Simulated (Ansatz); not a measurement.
MnS:

```
Mn S
1.0
     0.00000    2.60450    2.60450
     2.60450    0.00000    2.60450
     2.60450    2.60450    0.00000
Mn S
1 1
Direct
  0.00000 0.00000 0.00000
  0.50000 0.50000 0.50000
```

- Program: Ansatz 0.2.0
- Task: relaxation of cell and atoms
- Functional: PBEsol
- Potentials or basis: Ansatz PAW
- Cutoff: 420 eV (not typed: the program's choice for these potentials)
- k mesh: 9 × 9 × 9
- Occupations: fermi-dirac, width 0.05 eV
- Spin: collinear spin, ferromagnetic start
- Starting moments: [4.0, 0.0] μB

At the start: volume 17.67 Å³/atom.

Problem. Where does the relaxation end?

Solution. It ends after 4 steps and the volume is 14.85 Å³/atom (-16.0 %); space group Fm-3m (No. 225, to 0.05 Å); moment 3.98 μB per cell.

Step by step:
```
step  energy change (eV)  largest force (eV/Å)  volume (Å³)
   1              0.0000                0.0000        35.33
   2             -0.0988                0.0000        32.54
   3             -0.1399                0.0000        29.69
   4             -0.1388                0.0000        29.69
```

Final structure:
```
CELL_PARAMETERS angstrom
0.00000 2.45774 2.45774
2.45774 0.00000 2.45774
2.45774 2.45774 0.00000
ATOMIC_POSITIONS crystal
Mn 0.00000 0.00000 0.00000
S 0.50000 0.50000 0.50000
```

Caveat: the volume moved by over 15 % at a fixed basis, so the end points are rough; the plane-wave basis is chosen anew once the cell has moved, so the energies of steps on either side of that aren't comparable; the volume moved by -16 % from the deposited cell, more than functionals usually miss; a cell with one magnetic atom can't hold antiferromagnetic order, which such compounds often take; the PAW data sets come from PBE, with cores solved anew for the run's functional, which leaves a small shift of forces and pressure.
